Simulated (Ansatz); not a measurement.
Runs of Ansatz 0.2.0 on Al. It takes space group Fm-3m (No. 225, cubic). Conventional cell: a = 4.050 Å, b = 4.050 Å, c = 4.050 Å, α = 90.00°, β = 90.00°, γ = 90.00°. Al (site symmetry m-3m) is surrounded by 12 Al at 2.86 Å. 

| task | level | potentials or basis | cell | k mesh | cutoff (eV) | atoms under strain | points for each segment of the path | gap on the mesh (eV) | pressure (GPa) | relaxed volume (Å³/atom) |
| --- | --- | --- | --- | --- | --- | --- | --- | --- | --- | --- |
| relaxation of cell and atoms | revPBE | Ansatz PAW | relaxed | 11 × 11 × 11 | 420 | - | - | none | 0.0 | 16.75 |
| relaxation of cell and atoms | r2SCAN+D4 | Ansatz PAW | relaxed | 11 × 11 × 11 | 500 | - | - | - | 0.0 | (b) |
| elastic constants | PBEsol | Ansatz PAW | as given | 9 × 9 × 9 | 420 | relaxed | - | none | -1.7 | - |
| relaxation of cell and atoms | SVWN5 | Ansatz PAW | relaxed | 11 × 11 × 11 | 420 | - | - | - | 0.0 | 15.82 |
| elastic constants | LDA | Ansatz PAW | as given | 9 × 9 × 9 | 420 | relaxed | - | none | (a) | - |
| band structure | rPW86-PBE | Ansatz PAW | as given | 11 × 11 × 11 | 420 | - | 14 | none | -0.5 | - |
| relaxation of cell and atoms | BLYP+D3(BJ) | Ansatz PAW | relaxed | 11 × 11 × 11 | 420 | - | - | none | 0.0 | 15.50 |

Alike in all rows: no spin polarisation; smearing fermi-dirac 0.05 eV.

Estimate the missing entries.

(a) -3.4; (b) 15.76.

Caveats: the PAW data sets come from PBE, with cores solved anew for the run's functional, which leaves a small shift of forces and pressure; the plane-wave basis is chosen anew once the cell has moved, so the energies of steps on either side of that aren't comparable (some runs); the elastic tensor has a negative eigenvalue, so either the cell is unstable as it stands or the mesh is too thin (some runs); the cell is more than 3 GPa from zero pressure, which shifts response properties (some runs); pairwise dispersion overbinds metals, which lowers pressure and volume (some runs).

A gap of «none» marks a metal or a gap under the smearing width.

Runs at the PBE level aren't shown here.
